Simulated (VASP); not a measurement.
Runs of VASP 6.6.1 on TiO2 (Rutile). The structure is tetragonal, space group P4_2/mnm (No. 136). The conventional cell has a = 4.592 Å, b = 4.592 Å, c = 2.957 Å, α = 90.00°, β = 90.00°, γ = 90.00°. Around Ti (site symmetry mmm) lie 6 O at 1.95 to 1.98 Å. O (site symmetry m2m) has 3 Ti at 1.95 to 1.98 Å as nearest neighbours. 

```tsv
level	potentials or basis	k mesh	grid for exact exchange (PRECFOCK)	screening parameter	gap on the mesh (eV)	pressure (GPa)	largest force (eV/Å)
PBEsol	VASP PAW PBE potentials, release 64 (Ti_sv, O)	5 × 5 × 8	-	-	1.84	-1.0	0.06
r2SCAN	VASP PAW PBE potentials, release 64 (Ti_sv, O)	5 × 5 × 8	-	-	2.24	(a)	(b)
LDA	VASP PAW LDA potentials, release 64 (Ti_sv, O)	5 × 5 × 8	-	-	1.78	-6.8	-
HSE06	VASP PAW PBE potentials, release 64 (Ti_sv, O)	4 × 4 × 6	Fast	0.2 1/A	3.39	-2.0	0.06
PBE	VASP PAW PBE potentials, release 64 (Ti_sv, O)	5 × 5 × 8	-	-	1.87	6.1	0.13
```

Alike in all rows: task single point; no spin polarisation; cell as given; cutoff (eV) 520; smearing fermi-dirac 0.02 eV.

Problem. Estimate the missing entries.

Solution. (a) 1.5; (b) 0.08.

Caveats: an odd mesh through Γ misses points on the zone boundary, where band edges often lie (some runs); the PAW data sets were made with another functional, which shifts forces and pressure a little (some runs).
